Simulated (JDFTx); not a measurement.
## ZnS under changes of volume

One of the cells (19.727 Å³/atom); the others are scaled copies at fixed shape and fractional positions:

```
CELL_PARAMETERS angstrom
0.00000 2.70200 2.70200
2.70200 0.00000 2.70200
2.70200 2.70200 0.00000
ATOMIC_POSITIONS crystal
Zn 0.75000 0.75000 0.75000
S 0.00000 0.00000 0.00000
```

| Property | Result |
| --- | --- |
| Program | JDFTx 1.7.0 (patched build) |
| Functional | PBEsol |
| Potentials or basis | PseudoDojo-SR-PBEsol-0.4.1-standard with smoothed tails |
| Cutoff | 1143 eV |
| Density cutoff | 9143 eV |
| k mesh | 9 × 9 × 9 |
| Occupations | fermi-dirac, width 0.05 eV |
| Spin | no spin polarisation |

```csv
volume (Å³/atom),energy over the lowest point (meV/atom),pressure (GPa),gap on the mesh (eV)
18.543,5.58,2.9,2.24
18.938,0.64,1.1,2.15
19.332,0.00,-0.6,2.06
19.727,3.20,-2.0,1.98
20.121,9.84,-3.3,1.89
20.516,19.55,-4.5,1.81
20.910,?,?,?
```

What does the run at 20.910 Å³/atom give?

Energy over the lowest point 32.01 meV/atom; pressure -5.6 GPa; gap on the mesh 1.73 eV.

Worked out: A Birch-Murnaghan fit of order 3 (a polynomial in V^(-2/3)) to the other rows has its minimum at 19.20 Å³/atom with B0 = V·E''(V) = 79 GPa and B' = 4.5. It gives 31.99 meV/atom at 20.910 Å³/atom, against the run's 32.01, and -dE/dV = -5.6 GPa, against -5.6. A straight line through the other rows of the gap, of slope -4.25 eV per unit of ln V (its deformation potential), extrapolates to 1.73 eV, against the run's 1.73.

Energies are extrapolated to zero smearing.
